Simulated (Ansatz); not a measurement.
# Ta4N5: the cost of one run

Program: Ansatz 0.2.0. Level of theory: DFT PBEsol, scalar-relativistic, plane waves, PAW. These are calculated values, not measurements.

1 further run of the same task is left out (set aside as unsound or not needed). Runs told in other sessions of the task aren't counted.

## (1) The system as given

It takes space group I4/m (No. 87, tetragonal). The conventional cell has a = 6.826 Å, b = 6.826 Å, c = 4.254 Å, α = 90.00°, β = 90.00°, γ = 90.00°. Ta (site symmetry m) has 6 N at 2.07 to 2.21 Å in its first shell of neighbours. N (site symmetry 4/m) has 4 Ta at 2.07 Å in its first shell of neighbours. Around N (site symmetry m) lie 5 Ta at 2.13 to 2.21 Å.

As a file:

```xyz
9
Lattice="-3.4128 3.4128 2.1269 3.4128 -3.4128 2.1269 3.4128 3.4128 -2.1269" Properties=species:S:1:pos:R:3 pbc="T T T"
Ta    0.7158    1.9411    2.1269
Ta    1.9411   -0.7158    2.1269
Ta    1.4717    4.1286    0.0000
Ta    2.6970    1.4717    0.0000
N     0.0000    0.0000    2.1269
N    -1.3247    2.7860    2.1269
N     2.7860    1.3247    2.1269
N     0.6268    2.0881    0.0000
N     4.7375    0.6268    0.0000
```

It goes back to an entry of the Materials Project, which need not be the stable form.

This cell was relaxed beforehand with the same method: volume 11.01 Å³/atom, gap on the mesh none (metal).

## (2) Zero of energy

Reference values: F = -41129.7182 eV; pressure -0.01 GPa; largest force 0.024 eV/Å; gap on the mesh none (metal). It was computed beforehand with the settings of the runs below.

## (3) The scan: a one-atom displacement scan

Atom 5 (N) is moved by x along the Cartesian unit vector (0.707, -0.707, 0.000); the cell and all other atoms stay fixed. Forces below are components along that vector, summed over the moved atoms. In a periodic cell its images move with it.

## (4) At x = -0.300 Å

Input file input.yaml:

```yaml
crystal:
  lattice:
    - [-3.4127997732, 3.4127997732, 2.1268887579]
    - [3.4127997732, -3.4127997732, 2.1268887579]
    - [3.4127997732, 3.4127997732, -2.1268887579]
  atoms:
    - { symbol: Ta, position: [0.7843847855, 0.6048724996, 0.3892572851] }
    - { symbol: Ta, position: [0.3951275004, 0.7843847855, 0.1795122859] }
    - { symbol: Ta, position: [0.6048724996, 0.2156152145, 0.8204877141] }
    - { symbol: Ta, position: [0.2156152145, 0.3951275004, 0.6107427149] }
    - { symbol: "N", position: [0.5310788866, 0.4689211134, 0.0] }
    - { symbol: "N", position: [0.9081725663, 0.3059167656, 0.2140893319] }
    - { symbol: "N", position: [0.6940832344, 0.9081725663, 0.6022558007] }
    - { symbol: "N", position: [0.3059167656, 0.0918274337, 0.3977441993] }
    - { symbol: "N", position: [0.0918274337, 0.6940832344, 0.7859106681] }
basis:
  ecutwfc: 420
kpoints:
  mp_grid: { grid: [12, 12, 12] }
hamiltonian:
  xc: pbesol
scf:
  occupations: { method: gaussian, width: 0.15 }
output:
  forces: true
  stress: true
  eigenvalues: true
```

Command:

```sh
> ansatz run input.yaml --threads 2 --pin off --max-ram 5120MiB --backend cpu --events-out ev --progress --plain --runs-dir out
```

**Question.** How long does this run take on 2 threads of Arm Neoverse V2, shared host, and how much memory does it need?

About 1.7 min, with a peak of 1.6 GiB.
